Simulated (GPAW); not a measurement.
Wanted: an ASE script for a GPAW 26.7.0 run.

```
Task                : equation of state
Functional          : AM05
Potentials or basis : PAW data sets generated in the run's folder for this functional
Cutoff              : 600 eV
Basis               : pw
k mesh              : 11 × 11 × 11
Occupations         : fermi-dirac, width 0.05 eV
Spin                : no spin polarisation
Maxiter             : 150
Eos scales          : [0.94, 0.96, 0.98, 1.0, 1.02, 1.04, 1.06]
```

Crystal: Ag.

```
CELL_PARAMETERS angstrom
0.00000 2.04275 2.04275
2.04275 0.00000 2.04275
2.04275 2.04275 0.00000
ATOMIC_POSITIONS crystal
Ag 0.00000 0.00000 0.00000
```

One way to write it, as run:

run.py

```python
from ase.eos import EquationOfState
from ase.io import Trajectory
from ase.spacegroup import crystal
from ase.units import GPa
from gpaw import GPAW, PW, setup_paths

setup_paths.insert(0, '.')

# Ag 4a
atoms = crystal(['Ag'],
                basis=[[0.0, 0.0, 0.0]],
                spacegroup=225, setting=1,  # Fm-3m
                cellpar=[4.0855, 4.0855, 4.0855, 90.0, 90.0, 90.0],
                primitive_cell=True)

traj = Trajectory('eos.traj', 'w')
volumes, energies = [], []
for x in [0.94, 0.96, 0.98, 1.0, 1.02, 1.04, 1.06]:
    a = atoms.copy()
    a.set_cell(atoms.cell * x**(1 / 3), scale_atoms=True)
    calc = GPAW(mode=PW(600),
                xc='AM05',
                kpts={'size': (11, 11, 11), 'gamma': True},
                occupations={'name': 'fermi-dirac', 'width': 0.05},
                nbands=18,
                convergence={'density': 1e-05, 'energy': 1e-05},
                maxiter=150,
                txt=f'eos-{x:.2f}.txt')
    a.calc = calc
    energies.append(a.get_potential_energy(force_consistent=True))
    volumes.append(a.get_volume())
    p = -a.get_stress()[:3].mean() / GPa
    calc.write(f'eos-{x:.2f}.gpw')
    traj.write(a)
    print(f'{x:.2f} {volumes[-1]:10.4f} A^3 {energies[-1]:14.6f} eV {p:9.3f} GPa', flush=True)

v0, e0, B = EquationOfState(volumes, energies, eos='birchmurnaghan').fit()
print(f'V0 = {v0:.4f} A^3, E0 = {e0:.6f} eV, B0 = {B / GPa:.2f} GPa')
```

Potentials or basis: PAW data sets generated in the run's folder for this functional, pw.

The run is started by

```console
$ gpaw-setup -f AM05 Ag
$ OMP_NUM_THREADS=1 python run.py
```

Results of the run:

| Property | Result |
| --- | --- |
| Equilibrium volume | 16.61 Å³/atom |
| Bulk modulus | 114 GPa |
| Pressure derivative of the bulk modulus | 5.6 (rough: it moves with the points fitted) |

Wall time 95 s on 1 thread of Arm Neoverse V1 (shared host), peak memory 0.22 GiB.
